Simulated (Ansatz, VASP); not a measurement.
Ge: VASP beside Ansatz

```
Ge
1.0
     3.91598    0.00000    0.00000
    -1.95799    3.39134    0.00000
     0.00000    0.00000    6.46466
Ge
4
Direct
  0.33333 0.66667 0.93710
  0.66667 0.33333 0.43710
  0.33333 0.66667 0.56290
  0.66667 0.33333 0.06290
```

Change from the starting cell: volume scaled by 0.94.

Alike in both runs: task single point; functional PBE; k mesh 8 × 8 × 4; occupations fermi-dirac, width 0.05 eV; no spin polarisation.

```csv
,VASP,Ansatz
version,VASP 6.6.1,Ansatz 0.2.0
potentials or method,"VASP PAW PBE potentials, release 64 (Ge_d)",Ansatz PAW
plane-wave cutoff (eV),520,420
valence electrons in the cell,56,56
```

Ansatz gave:

| Quantity | Value |
| --- | --- |
| gap on the k mesh at the Fermi level (eV) | none |
| pressure (GPa) | 8.1 |
| largest component of the traceless stress (GPa) | 0.19 |
| rms of the force components (eV/Å) | 0.019 |

**Question.** Estimate VASP's values.

**Answer.** gap on the k mesh at the Fermi level (eV): none; pressure (GPa): 8.0; largest component of the traceless stress (GPa): 0.18; rms of the force components (eV/Å): 0.019.

Atom by atom the forces differ by 0.000 eV/Å (rms over components). A gap of «none» marks a metal or a gap that the smearing closes.
